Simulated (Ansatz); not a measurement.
# Pt (Im-3m) in Ansatz: notebook

One crystal, Pt, is run at these levels: PBEsol; tasks: single point.

Program: Ansatz 0.2.0. These are calculated values, not measurements. Logs are shortened: lines on timing, memory, paths and dates and some standing lists are left out, and cuts for length are marked.

### 1 The structure

The structure is cubic, space group Im-3m (No. 229). Conventional cell: a = 3.168 Å, b = 3.168 Å, c = 3.168 Å, α = 90.00°, β = 90.00°, γ = 90.00°. Pt (site symmetry m-3m) has 8 Pt at 2.74 Å as nearest neighbours.

This isn't the form of Pt at room conditions, which is fcc.

### 2 Single point, PBEsol, 14.95 Å³/atom (volume scaled by 0.94)

input.yaml reads:

```yaml
crystal:
  lattice:
    - [-1.5518799051, 1.5518799051, 1.5518799051]
    - [1.5518799051, -1.5518799051, 1.5518799051]
    - [1.5518799051, 1.5518799051, -1.5518799051]
  atoms:
    - { symbol: Pt, position: [0.0, 0.0, 0.0] }
kpoints:
  mp_grid: { grid: [12, 12, 12] }
scf:
  occupations: { method: fermi_dirac, width: 0.05 }
hamiltonian:
  xc: pbesol
  pseudopotentials: { kind: all_electron, lapw: { basis_error: 0.0005 } }
output:
  forces: true
  stress: true
  eigenvalues: true
```

Potentials or basis: all-electron LAPW, scalar-relativistic.

On the command line:

```
> ansatz run input.yaml --threads 1 --pin off --max-ram 3072MiB --backend cpu --events-out ev --progress --plain --runs-dir out
```

The log of the run:

```text
Warning: RAYON_NUM_THREADS=1 ignored (pool sized by the plan → 1); use --threads N
LAPW: plane waves up to 9.057 Å⁻¹, error target 5.0e-4 eV per atom; small_component_spin mean_spin; Pt in spheres of 1.344 Å, 42 of its electrons in bands, Dirac shells [] (how accurate: hamiltonian.pseudopotentials.lapw.basis_error, Limitations)
Engine: ansatz 0.2.0, aarch64-unknown-linux-gnu
Pseudopotentials: kind: all_electron
Pseudopotential: Pt, LAPW, valence charge 42, lapw/all_electron/scalar/gaussian/Pt, Koelling and Harmon's equation, gaussian nucleus
Functional definition: PBEsol
  exchange = pbesol_x
  correlation = pbesol_c
Crystal: 1 atoms, lattice volume = 14.950 Å³
Basis set: ecut = 312.49887163005485 eV, 201 PW (Γ), exchange–correlation at level 2
Bands: 26, of which v1, the nominal top of the filled ones, is band 21 counted from 1 (20 counted from 0)
Symmetry: 48 space group operations
Space group: Im-3m (ITA 229), of the structure as read, at distance tolerance 2.5e-5 Å
k-points: 72 of 1728
Non-local potential: Pt, projectors of the file, none
Initial density: superposition of atomic densities (chi_scale 0.1, normalization cell)
Initial wavefunctions: plane waves of lowest kinetic energy (no species holds an atomic orbital)
Functional: x = pbesol(κ = 0.804, μ = 0.12345679012345678), c = pbesol(β = 0.046)
iter 1 solved again at ethr=2.92e-4 eV; its pass at ethr=1.00e-1 eV (dr2=1.23e-1 eV) is discarded
SCF iter   1: F=—  HF=-500818.420896 eV  |F-HF|=—  |Δ(HF+E_count)|=         —  Δρ=3.66e-2  dr2=1.23e-1  ethr=2.92e-4  ⟨swp⟩=2.9  Hψ=11815  notcnv=0
preconditioner: auto → Kerker (q_TF=auto, 3.241 Å⁻¹)  [metal: Δε(μ)=0.040 eV  Ē_g=16.062 eV  σ=0.050 eV  W_gap=0.20  n_scr=12 (ndim 8)  ℏωp=30.4 eV  f_vac=0.000  D(μ)=0.57/eV (n_scr^D=0)]
SCF iter   2: F=—  HF=-500818.074045 eV  |F-HF|=—  |Δ(HF+E_count)|=   3.47e-1  Δρ=1.02e-2  dr2=1.33e-2  ethr=2.92e-4  ⟨swp⟩=2.2  Hψ=5773  notcnv=0
SCF iter   3: F=—  HF=-500818.055363 eV  |F-HF|=—  |Δ(HF+E_count)|=         —  Δρ=9.46e-3  dr2=1.16e-2  ethr=3.17e-5  ⟨swp⟩=2.0  Hψ=5409  notcnv=0
the basis was enlarged: its passes take 1.4 MiB over the memory plan, 1 of 1 planned eigensolver slots
SCF iter   4: F=—  HF=-500818.052727 eV  |F-HF|=—  |Δ(HF+E_count)|=   2.64e-3  Δρ=6.05e-3  dr2=5.21e-3  ethr=2.77e-5  ⟨swp⟩=2.0  Hψ=5407  notcnv=0
SCF iter   5: F=—  HF=-500818.051722 eV  |F-HF|=—  |Δ(HF+E_count)|=   1.01e-3  Δρ=2.62e-3  dr2=1.11e-3  ethr=1.24e-5  ⟨swp⟩=2.0  Hψ=5344  notcnv=0
iter 6 solved again at ethr=7.36e-8 eV; its pass at ethr=2.63e-6 eV (dr2=3.09e-5 eV) is discarded
SCF iter   6: F=—  HF=-500818.051764 eV  |F-HF|=—  |Δ(HF+E_count)|=   4.27e-5  Δρ=4.42e-4  dr2=3.09e-5  ethr=7.36e-8  ⟨swp⟩=2.0  Hψ=9234  notcnv=0
SCF iter   7: F=—  HF=-500818.051760 eV  |F-HF|=—  |Δ(HF+E_count)|=   4.95e-6  Δρ=6.98e-5  dr2=4.43e-7  ethr=7.35e-8  ⟨swp⟩=2.0  Hψ=5409  notcnv=0
SCF iter   8: F=-500818.051760 eV  HF=-500818.051760 eV  |F-HF|=6.23e-9  |Δ(HF+E_count)|=   9.26e-9  Δρ=8.66e-6  dr2=5.70e-9  ethr=1.05e-9  ⟨swp⟩=2.0  Hψ=5409  notcnv=0
SCF 1 converged in 8 iterations: F = -500818.051760 eV  dr2 = 5.70e-9
SCF converged after 8 iterations
Free energy (F): -500818.051760 eV
Harris-Foulkes:  -500818.051760 eV  (|F-HF|=6.23e-9)
Internal energy: -500818.046252 eV  (E = F + TS)
E sigma→0 (E₀):  -500818.049006 eV
Entropy (-TS):   -0.005508 eV (-5.508 meV/atom)
Fermi energy:    28.722343 eV
--- Per-component energies (eV) ---
  E_band       = -3298.914013
  E_kinetic    = 568679.068118
  E_xc         = -9553.896235
  E_electrostatic = -1059943.218135  (all electrons and nuclei)
  E_smearing   = -0.005508  (= −TS)
  E_closure    = 0.000000  (closes the sum)
  E_atoms      = -500811.181748  (free atoms, spherical and without spin; not in F)
  Σ components = -500818.051760   (vs F -500818.051760, Δ=0.00e0)
  Basis errors (estimates in eV, not in F): energy 1.3e-4 per atom: plane waves 1.2e-4 (6.1e-5 summed), levels above the bands 5.2e-173, relativity 4.4e-9, radial functions 1.6e-5, core shells 2.8e-7; eigenvalues (radial functions only) 1.3e-6; not estimated: angular momenta, meshes, grids; target (lapw.basis_error) 5.0e-4; muffin-tin radii Pt 1.344 Å
--- Forces (eV/Å), atoms counted from 1 ---
  atom   1  Pt    -0.00000000     0.00000000    -0.00000000
  max |Σ_I F_I| component: 3.29e-31 eV/Å
--- Stress (GPa, compression-positive) ---
        4.674815       0.000000       0.000000
        0.000000       4.674815       0.000000
        0.000000       0.000000       4.674815
  P = ⅓ Tr σ = 4.6748 GPa (46.748 kbar)
--- Band table (eV; the first three rows and the last of 72) ---
  k-point 0: bands = ["-274.0432", "-274.0432", "-274.0432", "-273.9789", "-273.9789", "-69.4838", "-38.0180", "-37.9778", "-37.9778", "-37.9778", "-37.9380", "-37.9380", "-37.9380", "-23.4263", "-23.4263", "-23.4263", "18.6461", "24.9976", "24.9976", "24.9976", "27.7254", "27.7254", "45.7785", "45.7785", "45.7785", "56.4181"]
  k-point 1: bands = ["-274.0432", "-274.0432", "-274.0432", "-273.9789", "-273.9789", "-69.4812", "-38.0183", "-37.9778", "-37.9777", "-37.9777", "-37.9381", "-37.9380", "-37.9380", "-23.4610", "-23.4383", "-23.4261", "18.9441", "24.8764", "24.9942", "25.2431", "27.5705", "27.7338", "45.9179", "46.0542", "46.2222", "53.7146"]
  k-point 2: bands = ["-274.0432", "-274.0432", "-274.0432", "-273.9789", "-273.9789", "-69.4742", "-38.0190", "-37.9776", "-37.9773", "-37.9772", "-37.9386", "-37.9382", "-37.9381", "-23.5552", "-23.4711", "-23.4256", "19.7716", "24.5598", "24.9577", "25.9549", "27.3052", "27.7679", "45.8941", "46.0032", "47.4847", "51.9140"]
  k-point 71: bands = ["-274.0432", "-274.0432", "-274.0432", "-273.9789", "-273.9789", "-69.4142", "-38.0261", "-37.9743", "-37.9743", "-37.9743", "-37.9402", "-37.9402", "-37.9402", "-23.8010", "-23.8010", "-23.8010", "22.1389", "22.1389", "29.4071", "29.4071", "29.4071", "36.5371", "36.5371", "36.5371", "42.3663", "48.5437"]
```

It took 9.3 s on 1 thread of Arm Neoverse V2, shared host; peak memory 0.29 GiB.

Results:

```yaml
Free_energy: -500818.0518 eV
Pressure: 4.7 GPa
Band_gap_on_the_k_mesh: none (metal or under the smearing width)
```

### 3 Single point, PBEsol, 15.27 Å³/atom (volume scaled by 0.96)

input.yaml: that of step 2 with these lines changed.

```diff
@@ -2,5 +2,5 @@
   lattice:
-    - [-1.5518799051, 1.5518799051, 1.5518799051]
-    - [1.5518799051, -1.5518799051, 1.5518799051]
-    - [1.5518799051, 1.5518799051, -1.5518799051]
+    - [-1.562808997, 1.562808997, 1.562808997]
+    - [1.562808997, -1.562808997, 1.562808997]
+    - [1.562808997, 1.562808997, -1.562808997]
   atoms:
```

Potentials or basis: all-electron LAPW, scalar-relativistic.

On the command line:

```
> ansatz run input.yaml --threads 1 --pin off --max-ram 3072MiB --backend cpu --events-out ev --progress --plain --runs-dir out
```

Wall time 9.3 s (1 thread of Arm Neoverse V2, shared host); peak memory 0.29 GiB.

Results (log left out):

| Property | Result |
| --- | --- |
| Free energy | -500818.0549 eV |
| Pressure | -1.3 GPa |
| Band gap on the k mesh | none (metal or under the smearing width) |

### 4 Single point, PBEsol, 15.59 Å³/atom (volume scaled by 0.98)

input.yaml: that of step 3 with these lines changed.

```diff
@@ -2,5 +2,5 @@
   lattice:
-    - [-1.562808997, 1.562808997, 1.562808997]
-    - [1.562808997, -1.562808997, 1.562808997]
-    - [1.562808997, 1.562808997, -1.562808997]
+    - [-1.5735873306, 1.5735873306, 1.5735873306]
+    - [1.5735873306, -1.5735873306, 1.5735873306]
+    - [1.5735873306, 1.5735873306, -1.5735873306]
   atoms:
```

On the command line:

```
> ansatz run input.yaml --threads 1 --pin off --max-ram 3072MiB --backend cpu --events-out ev --progress --plain --runs-dir out
```

Wall time 9.6 s (1 thread of Arm Neoverse V2, shared host); peak memory 0.29 GiB.

It converged, with:

| Item | Value |
| --- | --- |
| Free energy | -500818.0469 eV |
| Pressure | -6.6 GPa |
| Band gap on the k mesh | none (metal or under the smearing width) |

### 5 Single point, PBEsol, 15.90 Å³/atom

input.yaml: that of step 4 with these lines changed.

```diff
@@ -2,5 +2,5 @@
   lattice:
-    - [-1.5735873306, 1.5735873306, 1.5735873306]
-    - [1.5735873306, -1.5735873306, 1.5735873306]
-    - [1.5735873306, 1.5735873306, -1.5735873306]
+    - [-1.58422, 1.58422, 1.58422]
+    - [1.58422, -1.58422, 1.58422]
+    - [1.58422, 1.58422, -1.58422]
   atoms:
```

On the command line:

```
> ansatz run input.yaml --threads 1 --pin off --max-ram 3072MiB --backend cpu --events-out ev --progress --plain --runs-dir out
```

Run time: 9.2 s. Hardware: 1 thread of Arm Neoverse V2, shared host; peak memory 0.29 GiB.

It converged, with:

```
Free energy            : -500818.0291 eV
Pressure               : -11.2 GPa
Band gap on the k mesh : none (metal or under the smearing width)
```

### 6 Single point, PBEsol, 16.22 Å³/atom (volume scaled by 1.02)

input.yaml: that of step 5 with these lines changed.

```diff
@@ -2,5 +2,5 @@
   lattice:
-    - [-1.58422, 1.58422, 1.58422]
-    - [1.58422, -1.58422, 1.58422]
-    - [1.58422, 1.58422, -1.58422]
+    - [-1.5947118289, 1.5947118289, 1.5947118289]
+    - [1.5947118289, -1.5947118289, 1.5947118289]
+    - [1.5947118289, 1.5947118289, -1.5947118289]
   atoms:
```

Potentials or basis: all-electron LAPW, scalar-relativistic.

On the command line:

```
> ansatz run input.yaml --threads 1 --pin off --max-ram 3072MiB --backend cpu --events-out ev --progress --plain --runs-dir out
```

It took 9.1 s on 1 thread of Arm Neoverse V2, shared host; peak memory 0.29 GiB.

Results (log left out):

```yaml
Free_energy: -500818.0027 eV
Pressure: -15.3 GPa
Band_gap_on_the_k_mesh: none (metal or under the smearing width)
```

### 7 Single point, PBEsol, 16.54 Å³/atom (volume scaled by 1.04)

input.yaml: that of step 6 with these lines changed.

```diff
@@ -2,5 +2,5 @@
   lattice:
-    - [-1.5947118289, 1.5947118289, 1.5947118289]
-    - [1.5947118289, -1.5947118289, 1.5947118289]
-    - [1.5947118289, 1.5947118289, -1.5947118289]
+    - [-1.6050673907, 1.6050673907, 1.6050673907]
+    - [1.6050673907, -1.6050673907, 1.6050673907]
+    - [1.6050673907, 1.6050673907, -1.6050673907]
   atoms:
```

On the command line:

```
> ansatz run input.yaml --threads 1 --pin off --max-ram 3072MiB --backend cpu --events-out ev --progress --plain --runs-dir out
```

Wall time 9.4 s (1 thread of Arm Neoverse V2, shared host); peak memory 0.29 GiB.

Results (log left out):

```yaml
Free_energy: -500817.9689 eV
Pressure: -18.8 GPa
Band_gap_on_the_k_mesh: none (metal or under the smearing width)
```

### 8 Single point, PBEsol, 16.86 Å³/atom (volume scaled by 1.06)

input.yaml: that of step 7 with these lines changed.

```diff
@@ -2,5 +2,5 @@
   lattice:
-    - [-1.6050673907, 1.6050673907, 1.6050673907]
-    - [1.6050673907, -1.6050673907, 1.6050673907]
-    - [1.6050673907, 1.6050673907, -1.6050673907]
+    - [-1.6152910255, 1.6152910255, 1.6152910255]
+    - [1.6152910255, -1.6152910255, 1.6152910255]
+    - [1.6152910255, 1.6152910255, -1.6152910255]
   atoms:
```

On the command line:

```
> ansatz run input.yaml --threads 1 --pin off --max-ram 3072MiB --backend cpu --events-out ev --progress --plain --runs-dir out
```

Wall time 9.1 s (1 thread of Arm Neoverse V2, shared host); peak memory 0.29 GiB.

The run converged. Its results:

```yaml
Free_energy: -500817.9285 eV
Pressure: -21.8 GPa
Band_gap_on_the_k_mesh: none (metal or under the smearing width)
```
